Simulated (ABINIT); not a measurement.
AgCl (Chlorargyrite):

```xyz
2
Lattice="0.0000 2.7350 2.7350 2.7350 0.0000 2.7350 2.7350 2.7350 0.0000" Properties=species:S:1:pos:R:3 pbc="T T T"
Ag    0.0000    0.0000    0.0000
Cl    2.7350    2.7350    2.7350
```

Program: ABINIT 10.8.3 (patched build). Alike in all runs: no spin polarisation; cell as given; k mesh 8 × 8 × 8; smearing fermi-dirac 0.05 eV.

Problem. Order these runs on this cell by their band gap on the k mesh, lowest first.
A. level TB-mBJ; potentials or basis JTH PAW LDA v2.0; cutoff (eV) 816; fine-grid cutoff 1414.99 eV
B. level r2SCAN; potentials or basis JTH PAW PBE v2.0; cutoff (eV) 816; fine-grid cutoff 1414.99 eV
C. level LDA; potentials or basis JTH PAW LDA v2.0; cutoff (eV) 680; fine-grid cutoff 1278.94 eV
D. level PBE; potentials or basis JTH PAW PBE v2.0; cutoff (eV) 680; fine-grid cutoff 1278.94 eV

Solution. C (0.61 eV), D (0.90 eV), B (1.41 eV), A (2.78 eV).

Caveats: the constant c of TB-mBJ comes from the pseudo density here, which moves gaps by up to 0.3 eV between sets of potentials (some runs).

A k mesh can miss the band edges.

Not every run made on this cell is shown here.
